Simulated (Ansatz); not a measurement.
Runs of Ansatz 0.2.0 on InP. It takes space group F-43m (No. 216, cubic). The conventional cell has a = 5.861 Å, b = 5.861 Å, c = 5.861 Å, α = 90.00°, β = 90.00°, γ = 90.00°. Around In (site symmetry -43m) lie 4 P at 2.54 Å. Around P (site symmetry -43m) lie 4 In at 2.54 Å. 

```csv
task,level,cell,k mesh,smearing,mesh quality,gap on the mesh (eV),pressure (GPa),relaxed volume (Å³/atom)
single point,PBE,as given,8 × 8 × 8,gaussian 0.03 eV,not flagged,0.72,3.3,-
relaxation of cell and atoms,BLYP+D4,relaxed,8 × 8 × 8,fermi-dirac 0.05 eV,not flagged,0.40,0.0,(a)
relaxation of cell and atoms,HSEsol,relaxed,4 × 4 × 4,fermi-dirac 0.05 eV,coarse,1.44,0.0,25.10
relaxation of cell and atoms,BLYP+D3(BJ),relaxed,8 × 8 × 8,fermi-dirac 0.05 eV,not flagged,0.46,0.0,(b)
single point,PBE,as given,8 × 8 × 8,gaussian 0.029 eV,not flagged,0.72,3.3,-
```

Alike in all rows: potentials or basis Ansatz PAW; no spin polarisation; cutoff (eV) 420.

Problem. Fill in the values left out.

Solution. (a) 26.06; (b) 25.78.

Caveats: some runs use coarse meshes; spin-orbit coupling is left out, which moves the levels of the heavy elements; the plane-wave basis is chosen anew once the cell has moved, so the energies of steps on either side of that aren't comparable (some runs); the PAW data sets come from PBE, with cores solved anew for the run's functional, which leaves a small shift of forces and pressure (some runs).

A k mesh can miss the band edges, and the runs leave out spin-orbit coupling on In.
